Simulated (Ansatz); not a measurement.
An added F started as a split pair with a F atom in rocksalt LiF, 65 atoms, charge −1

All numbers come from Ansatz (PAW, plane waves, no spin–orbit coupling) at the single k point (¼, ¼, ¼) without its symmetry partners. The atoms were relaxed with PBEsol in a fixed cell; other functionals are single points on those atoms unless said otherwise. The valence top and gap of the host come from its small cell on a dense mesh, with the band extrema sought between the mesh points, lined up by the mean potential, PBEsol gap 9.05 eV, HSE06 (atoms relaxed with HSE06) gap 11.54 eV. The charge correction uses an assumed dielectric constant of 9.0.

Relaxed structure:

```
CELL_PARAMETERS angstrom
8.01519 0.00000 0.00000
0.00000 8.01519 0.00000
0.00000 0.00000 8.01519
ATOMIC_POSITIONS crystal
F 0.24985 0.00101 0.99891
F 0.24974 0.99988 0.49991
F 0.24976 0.49998 0.00001
F 0.17371 0.42357 0.57384
F 0.74995 0.00016 0.99977
F 0.75093 0.00115 0.49980
F 0.75078 0.50008 0.99893
F 0.74965 0.49997 0.49992
F 0.00037 0.25061 0.00291
F 0.97647 0.22684 0.48847
F 0.99574 0.75361 0.99902
F 0.99977 0.75013 0.49989
F 0.50343 0.24601 0.99911
F 0.49992 0.24996 0.49984
F 0.49949 0.74968 0.99607
F 0.52680 0.77694 0.51438
F 0.99587 0.00060 0.24611
F 0.00052 0.99749 0.74926
F 0.99990 0.50019 0.24989
F 0.97779 0.51084 0.77241
F 0.49933 0.00321 0.25025
F 0.50335 0.00117 0.75412
F 0.52501 0.48617 0.22403
F 0.49982 0.49988 0.74976
F 0.24999 0.25011 0.24988
F 0.26070 0.22795 0.77262
F 0.23587 0.77531 0.22378
F 0.24965 0.75005 0.74979
F 0.75034 0.24610 0.24609
F 0.74721 0.25073 0.74929
F 0.75305 0.74956 0.25024
F 0.75098 0.75355 0.75412
F 0.33477 0.58536 0.41756
Li 0.99941 0.00309 0.99692
Li 0.99474 0.99755 0.49929
Li 0.99541 0.50023 0.00234
Li 0.98797 0.50484 0.49493
Li 0.50036 0.99698 0.00276
Li 0.50552 0.00382 0.50014
Li 0.50475 0.50022 0.99638
Li 0.51099 0.49347 0.50624
Li 0.25000 0.24564 0.00243
Li 0.25488 0.23795 0.49476
Li 0.24997 0.75497 0.99628
Li 0.24310 0.76144 0.50652
Li 0.75285 0.24966 0.99692
Li 0.74723 0.24505 0.49932
Li 0.74677 0.75056 0.00278
Li 0.75366 0.75563 0.50013
Li 0.24963 0.00308 0.24406
Li 0.25027 0.99799 0.75511
Li 0.24473 0.49500 0.24045
Li 0.25367 0.50382 0.76022
Li 0.74694 0.99714 0.24925
Li 0.75275 0.00298 0.75032
Li 0.75287 0.49990 0.24416
Li 0.74774 0.50046 0.75501
Li 0.99457 0.24485 0.25168
Li 0.02070 0.27080 0.72777
Li 0.00136 0.75575 0.24353
Li 0.99460 0.74836 0.75559
Li 0.50557 0.25156 0.24352
Li 0.49814 0.24487 0.75562
Li 0.47716 0.72757 0.27432
Li 0.50573 0.75589 0.74809
```

Chemical potentials μ are those of reference phases of the elements at zero temperature by the same functional (the usual solids, diamond for C, grey Sn, and the molecules H2, N2, O2, F2, Cl2, Br2 and S8).

```csv
functional,E(defect) − E(host) − Σ nμ + q·E_VBM (eV),monopole (eV),alignment (eV),formation energy at E_F = VBM (eV),moment (μB),"wall time, shared host"
PBEsol,4.04,0.28,0.05,4.37,0 (no spin),5.8 s on NVIDIA GB300 (relaxation)
```

Problem. Estimate the formation energy and moment that HSE06 (atoms relaxed with HSE06) gives on these atoms.

Solution. 5.87 eV at E_F = VBM (5.55 eV before the monopole term 0.28 eV and the alignment 0.04 eV), moment 0 (no spin).

Problem. How does the monopole term follow by hand for this cubic cell?

Solution. q²·α·e²/(4πε₀)/(2εL) with the Madelung constant α = 2.837 and e²/4πε₀ = 14.40 eV·Å: 1 × 2.837 × 14.40 / (2 × 9.0 × 8.015) = 0.28 eV.

HSE06 (atoms relaxed with HSE06) one-electron levels near the gap (the ten most localised at most), from the host's valence top, not corrected for the charge's images:

```
level (eV)  spin  filling  atoms sharing it  element of the atom with most weight
      2.05  both     2.00               3.3                                     F
```

All elements are taken at their own reference at once; growth conditions in equilibrium with the host shift these energies, by up to the host's formation enthalpy.

One k point and a cell of this size can leave errors of several tenths of an eV in such numbers.
